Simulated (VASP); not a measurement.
The system is LiCl.

```xyz
2
Lattice="0.0000 2.5648 2.5648 2.5648 0.0000 2.5648 2.5648 2.5648 0.0000" Properties=species:S:1:pos:R:3 pbc="T T T"
Cl    2.5648    2.5648    2.5648
Li    0.0000    0.0000    0.0000
```

Base run:

- Program: VASP 6.6.1
- Functional: PBEsol
- Potentials or basis: VASP PAW PBE potentials, release 64 (Cl, Li_sv)
- Cutoff: 520 eV
- k mesh: 10 × 10 × 10
- Occupations: gaussian, width 0.02 eV
- Spin: no spin polarisation

Its results: band gap on the k mesh 6.14 eV, direct.

Question: The run is repeated on the same cell with these changes: functional from PBEsol to PBE. What comes out?

Answer: Band gap on the k mesh 6.34 eV, direct.

Not every run made on this cell is shown here.
